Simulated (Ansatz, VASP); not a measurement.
Given: the input of a run of Ansatz 0.2.0 on CuI2.

File input.yaml:

```yaml
crystal:
  lattice:
    - [3.51125506, 3.51125506, 7.02251012]
    - [3.51125506, -3.51125506, 0.0]
    - [3.51125506, 3.51125506, 0.0]
  atoms:
    - { symbol: Cu, position: [0.0, 0.0, 0.0], spin: 0.6 }
    - { symbol: Cu, position: [0.5, 0.5, 0.0], spin: -0.6 }
    - { symbol: I, position: [0.25, 0.0, 0.25] }
    - { symbol: I, position: [0.75, 0.5, 0.25] }
    - { symbol: I, position: [0.75, 0.0, 0.75] }
    - { symbol: I, position: [0.25, 0.5, 0.75] }
hamiltonian:
  xc: lda
  pseudopotentials: { kind: paw }
magnetization:
  spin_polarized: true
kpoints:
  mp_grid: { grid: [5, 5, 5] }
scf:
  occupations: { method: gaussian, width: 0.05 }
output:
  forces: true
  stress: true
  eigenvalues: true
```

Potentials or basis: Ansatz PAW.

The run is started by

```sh
$ ansatz run input.yaml --threads 2 --pin off --max-ram 5632MiB --backend cpu --events-out ev --progress --plain --runs-dir out
```

**Question.** Set up the same calculation for VASP 6.6.1. Potentials there: VASP PAW LDA potentials, release 64 (Cu, I).

**Answer.** As run (the cutoff follows the program's own potentials):

Contents of INCAR:

```
SYSTEM = CuI2
  PREC = Accurate
  ENCUT = 520
  EDIFF = 1E-6
  ISMEAR = 0
  SIGMA = 0.05
  LREAL = .FALSE.
  LASPH = .TRUE.
  NELM = 60
  ALGO = Fast
  ISIF = 2
  LWAVE = .FALSE.
  LCHARG = .FALSE.
  ISPIN = 2
  MAGMOM = 0.6 -0.6 0 0 0 0
  LORBIT = 11
  LMAXMIX = 4
  GGA = CA
  NBANDS = 38
```

KPOINTS

```
Automatic mesh
0
G
  5 5 5
  0 0 0
```

Contents of POSCAR:

```
CuI2
1.0
    3.5112550600      3.5112550600      7.0225101200
    3.5112550600     -3.5112550600      0.0000000000
    3.5112550600      3.5112550600      0.0000000000
Cu I
2 4
Direct
    0.0000000000      0.0000000000      0.0000000000
    0.5000000000      0.5000000000      0.0000000000
    0.2500000000      0.0000000000      0.2500000000
    0.7500000000      0.5000000000      0.2500000000
    0.7500000000      0.0000000000      0.7500000000
    0.2500000000      0.5000000000      0.7500000000
```

Potentials or basis: VASP PAW LDA potentials, release 64 (Cu, I).

Run with:

```bash
$ cat potpaw_LDA.64/Cu/POTCAR potpaw_LDA.64/I/POTCAR > POTCAR
$ mpirun -np 1 vasp_std > vasp.out
```

Both were run:

|  | VASP | Ansatz | Ansatz less VASP |
| --- | --- | --- | --- |
| gap on the k mesh at the Fermi level (eV) | none | none | - |
| pressure (GPa) | -1.9 | -2.0 | -0.12 |
| largest component of the traceless stress (GPa) | 0.10 | 0.10 | +0.003 |
| net moment per atom (μB) | 0.00 | 0.00 | 0.000 |

A gap of «none» marks a metal or a gap that the smearing closes. The two sets of potentials don't hold the same shells in valence.

Caveats: semilocal functionals often make such compounds metallic where correlation or magnetic order opens a gap, which also shifts bond lengths; the PAW data sets come from PBE, with cores solved anew for the run's functional, which leaves a small shift of forces and pressure (Ansatz); the starting moments weren't kept (Ansatz). The runs have no spin-orbit coupling, so splittings on I are missing.
